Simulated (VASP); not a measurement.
# GaAs (F-43m) in VASP: further runs

The runs below take GaAs through single point, relaxation of cell and atoms, with PBEsol.

Everything below comes from runs of VASP 6.6.1. Logs are shortened: lines on timing, memory, paths and dates and some standing lists are left out, and cuts for length are marked.

**Experimental background.**

“Evidence of valence band perturbations in GaAsN/GaAs(001): A combined variable-angle spectroscopic ellipsometry and modulated photoreflectance investigation”, 2008, arxiv:0805.2212 reports, for a bulk crystal of GaAs at 300 K: band gap 1.412 ± 0.01 eV (direct); band gap 1.418 ± 0.005 eV (direct).

The results are compared with them further down.

## (1) The structure

Symmetry: F-43m, No. 216, cubic system. Conventional cell: a = 5.658 Å, b = 5.658 Å, c = 5.658 Å, α = 90.00°, β = 90.00°, γ = 90.00°. Ga (site symmetry -43m) is surrounded by 4 As at 2.45 Å. Around As (site symmetry -43m) lie 4 Ga at 2.45 Å.

## (2) Single point, PBEsol

Input file INCAR:

```
SYSTEM = GaAs
PREC = Accurate
ENCUT = 520
EDIFF = 1E-6
ISMEAR = 0
SIGMA = 0.02
LREAL = .False.
LASPH = .True.
NELM = 100
ALGO = Normal
ISIF = 2
LWAVE = .False.
LCHARG = .False.
GGA = PS
NBANDS = 16
```

Input file KPOINTS:

```
regular mesh
0
Gamma
  12 12 12
  0 0 0
```

Input file POSCAR:

```
GaAs
1.0
    0.0000000000      2.8291375000      2.8291375000
    2.8291375000      0.0000000000      2.8291375000
    2.8291375000      2.8291375000      0.0000000000
Ga As
1 1
Direct
    0.0000000000      0.0000000000      0.0000000000
    0.2500000000      0.2500000000      0.2500000000
```

Potentials or basis: VASP PAW PBE potentials, release 64 (Ga_d, As).

The run is started by

```
$ cat potpaw_PBE.64/Ga_d/POTCAR potpaw_PBE.64/As/POTCAR > POTCAR
$ mpirun -np 1 vasp_std > vasp.out
```

OUTCAR:

```text
SYSTEM = GaAs
   PREC = Accurate
   ENCUT = 520
   EDIFF = 1E-6
   ISMEAR = 0
   LREAL = .False.
   LASPH = .True.
   NELM = 100
   ISIF = 2
   GGA = PS

 ion  position               nearest neighbor table
   1  0.000  0.000  0.000-   2 2.45   2 2.45   2 2.45   2 2.45
   2  0.250  0.250  0.250-   1 2.45   1 2.45   1 2.45   1 2.45

  LATTYP: Found a face centered cubic cell.
 ALAT       =     5.6582750000

  Lattice vectors:

 A1 = (   0.0000000000,   2.8291375000,   2.8291375000)
 A2 = (   2.8291375000,   0.0000000000,   2.8291375000)
 A3 = (   2.8291375000,   2.8291375000,   0.0000000000)

Analysis of symmetry for initial positions (statically):
=====================================================================
 Subroutine PRICEL returns:
 Original cell was already a primitive cell.

 Routine SETGRP: Setting up the symmetry group for a
 face centered cubic supercell.

 Subroutine GETGRP returns: Found 24 space group operations
 (whereof 24 operations were pure point group operations)
 out of a pool of 48 trial point group operations.

The static configuration has the point symmetry T_d .

Analysis of symmetry for dynamics (positions and initial velocities):
=====================================================================
 Subroutine PRICEL returns:
 Original cell was already a primitive cell.

 Routine SETGRP: Setting up the symmetry group for a
 face centered cubic supercell.

 Subroutine GETGRP returns: Found 24 space group operations
 (whereof 24 operations were pure point group operations)
 out of a pool of 48 trial point group operations.

The dynamic configuration has the point symmetry T_d .

 Subroutine INISYM returns: Found 24 space group operations
 (whereof 24 operations are pure point group operations),
 and found     1 'primitive' translations

----------------------------------------------------------------------------------------

                                     Primitive cell

  volume of cell :      45.2889

  direct lattice vectors                    reciprocal lattice vectors
     0.000000000  2.829137500  2.829137500    -0.176732308  0.176732308  0.176732308
     2.829137500  0.000000000  2.829137500     0.176732308 -0.176732308  0.176732308
     2.829137500  2.829137500  0.000000000     0.176732308  0.176732308 -0.176732308

  length of vectors
     4.001004622  4.001004622  4.001004622     0.306109337  0.306109337  0.306109337
[... 80 lines left out ...]
   NELM   =    100;   NELMIN=  2; NELMDL= -5     # of ELM steps
   EDIFF  = 0.1E-05   stopping-criterion for ELM
   LREAL  =      F    real-space projection
   EDIFFG = 0.1E-04   stopping-criterion for IOM
   NSW    =      0    number of steps for IOM
   IBRION =     -1    ionic relax: 0-MD 1-quasi-New 2-CG
   NFREE  =      0    steps in history (QN), initial steepest desc. (CG)
   ISIF   =      2    stress and relaxation
   ISYM   =      2    0-nonsym 1-usesym 2-fastsym
   POTIM  = 0.5000    time-step for ionic-motion
   TEBEG  =    0.0;   TEEND  =   0.0 temperature during run
   PSTRESS=    0.0 pullay stress
   NELECT =      18.0000    total number of electrons
   NUPDOWN=      -1.0000    fix difference up-down
   EMIN   =  10.00;   EMAX   =-10.00  energy-range for DOS
   EFERMI =   0.00;   METHOD = LEGACY
   ISMEAR =     0;   SIGMA  =   0.02  broadening in eV -4-tet -1-fermi 0-gaus
   EFERMI_NEDOS =   21; number of points for ismear=-14 and -15
   IALGO  =     38    algorithm
   IMIX   =      4    mixing-type and parameters
     AMIX     =   0.40;   BMIX     =  1.00
     AMIX_MAG =   1.60;   BMIX_MAG =  1.00
  volume/ion in A,a.u.               =      22.64       152.81
  Fermi-wavevector in a.u.,A,eV,Ry     =   1.203654  2.274576 19.711884  1.448783
  Thomas-Fermi vector in A             =   2.339401
   LORBIT       =      0    0 simple, 1 ext, 2 COOP (PROOUT), +10 PAW based schemes
   GGA     = PS    functional components
   LHFCALC =     F    Hartree Fock is set to
   AEXX    =    0.0000 exact exchange contribution
   IVDW    =     0    specifies the selected vdW correction
   LEPSILON=     F    determine dielectric tensor
   LRPA    =     F    only Hartree local field effects (RPA)
 non-spin polarized calculation
 Gauss-broadening in eV      SIGMA  =   0.02
  energy-cutoff  :      520.00
  volume of cell :       45.29
 maximum number of plane-waves:      1243
 NGX is ok and might be reduce to    30
   NGX = 15   NGY = 15   NGZ = 15

 number of electron      17.9999993 magnetization

 Free energy of the ion-electron system (eV)
  ---------------------------------------------------
  ext. energy  EPLUGINS =         0.00000000
  ---------------------------------------------------
  free energy    TOTEN  =        -9.09250397 eV

  energy without entropy =       -9.09250397  energy(sigma->0) =       -9.09250397

 E-fermi :   3.9408     XC(G=0):  -9.7624

 val. band max:        3.7805743283   @ k =   0.0000   0.0000   0.0000
 cond. band min:       4.2187472156   @ k =   0.0000   0.0000   0.0000
 fundamental gap:      0.4381728874
 Fermi energy:         3.9407870988

 k-point     1 :       0.0000    0.0000    0.0000
  band No.  band energies     occupation
      1     -10.9881      2.00000
      2     -10.9881      2.00000
      3     -10.9881      2.00000
      4     -10.9086      2.00000
      5     -10.9086      2.00000
      6      -8.9542      2.00000
[... 433 lines left out ...]
      3     -10.9614      2.00000
      4     -10.9094      2.00000
      5     -10.9058      2.00000
      6      -6.9951      2.00000
[... 8 lines left out ...]
     15      14.0909      0.00000
     16      14.7605      0.00000

 [... further k-points ...]

------------------------ aborting loop because EDIFF is reached ----------------------------------------

  FORCE on cell =-STRESS in cart. coord.  units (eV):
  Direction    XX          YY          ZZ          XY          YZ          ZX
  --------------------------------------------------------------------------------------
  -------------------------------------------------------------------------------------
  Total        0.0556115      0.0556115      0.0556115      0.0000000      0.0000000      0.0000000
  in kB        1.9673567      1.9673567      1.9673567      0.0000000      0.0000000      0.0000000
  external PRESSURE =       1.9673567 kB  Pullay stress =       0.0000000 kB

 VOLUME and BASIS-vectors are now :
 -----------------------------------------------------------------------------
  energy-cutoff  :      520.00
  volume of cell :       45.29
      direct lattice vectors                 reciprocal lattice vectors
     0.000000000  2.829137500  2.829137500    -0.176732308  0.176732308  0.176732308
     2.829137500  0.000000000  2.829137500     0.176732308 -0.176732308  0.176732308
     2.829137500  2.829137500  0.000000000     0.176732308  0.176732308 -0.176732308

 POSITION                                       TOTAL-FORCE (eV/Angst)
 -----------------------------------------------------------------------------------
      0.00000      0.00000      0.00000         0.000000     -0.000000      0.000000
      1.41457      1.41457      1.41457        -0.000000      0.000000     -0.000000
 -----------------------------------------------------------------------------------
    total drift:                                0.000000      0.000000      0.000000

  FREE ENERGIE OF THE ION-ELECTRON SYSTEM (eV)
  ---------------------------------------------------
  free  energy   TOTEN  =        -9.0925039723 eV

  energy  without entropy=       -9.0925039723  energy(sigma->0) =       -9.09250397
```

Run time: 42 s. Hardware: 1 thread of Intel Xeon Platinum 8488C (Sapphire Rapids), shared host; peak memory 0.2 GiB.

Results:

```
Free energy            : -9.0925 eV
Pressure               : 0.2 GPa
Band gap on the k mesh : 0.44 eV, direct
```

Caveat: the PAW data sets were made with another functional, which shifts forces and pressure a little.

## (3) Relaxation of cell and atoms, PBEsol

This run uses another cell than the first one, of 22.59 Å³/atom, 0.998 times its volume.

Input file INCAR:

```
SYSTEM = GaAs
ALGO = Normal
EDIFF = 1E-6
EDIFFG = -0.005
ENCUT = 600
GGA = PS
IBRION = 2
ISIF = 3
ISMEAR = 0
LASPH = .True.
LCHARG = .False.
LREAL = .False.
LWAVE = .False.
NELM = 80
NSW = 100
PREC = Accurate
SIGMA = 0.02
```

Input file KPOINTS:

```
k-points
0
Gamma
  12 12 12
  0 0 0
```

Input file POSCAR:

```
GaAs
1.0
    0.0000000000      2.8268500000      2.8268500000
    2.8268500000      0.0000000000      2.8268500000
    2.8268500000      2.8268500000      0.0000000000
Ga As
1 1
Direct
    0.0000000000      0.0000000000      0.0000000000
    0.2500000000      0.2500000000      0.2500000000
```

Potentials or basis: VASP PAW PBE potentials, release 64 (Ga_d, As).

The run is started by

```
$ cat potpaw_PBE.64/Ga_d/POTCAR potpaw_PBE.64/As/POTCAR > POTCAR
$ mpirun -np 1 vasp_std > vasp.out
```

Wall time 45 s (1 thread of Intel Xeon Platinum 8488C (Sapphire Rapids), shared host); peak memory 0.22 GiB.

The run converged. Its results:

```yaml
Free_energy: -9.0925 eV
Relaxed_volume: 22.70 Å³/atom
Relaxed_cell: a = 4.004 Å, b = 4.004 Å, c = 4.004 Å, α = 60.00°, β = 60.00°, γ = 60.00°
Space_group_after_relaxing_to_0.05_Å: F-43m (No. 216)
Energy_gained_by_relaxing: 0.1 meV/atom
Ionic_steps: 3
Pressure_after_relaxing: 0.0 GPa
Band_gap_on_the_k_mesh: 0.42 eV, direct
```

Step by step:
```
step  energy change (eV)  largest force (eV/Å)  pressure (GPa)  volume (Å³)
   1              0.0000                0.0000            0.34        45.18
   2             -0.0002                0.0000           -0.19        45.49
   3             -0.0002                0.0000            0.01        45.40
```

Final structure:
```
CELL_PARAMETERS angstrom
0.00000 2.83152 2.83152
2.83152 0.00000 2.83152
2.83152 2.83152 0.00000
ATOMIC_POSITIONS crystal
Ga 0.00000 0.00000 0.00000
As 0.25000 0.25000 0.25000
```

Levels at points of the mesh, in eV from the valence-band top:
```csv
k point,band 6,band 7,band 8,band 9,band 10,band 11,band 12,band 13
"(0.00, 0.00, 0.00)",-12.72,0.00,0.00,0.00,0.42,3.69,3.69,3.69
"(0.50, 0.00, 0.00)",-10.95,-6.65,-1.14,-1.14,0.92,4.58,4.58,7.58
"(0.50, 0.50, 0.00)",-10.22,-6.83,-2.68,-2.68,1.36,1.58,10.09,10.09
```

Caveat: the PAW data sets were made with another functional, which shifts forces and pressure a little. A k mesh can miss the band edges.

[end of part 1 of 2]
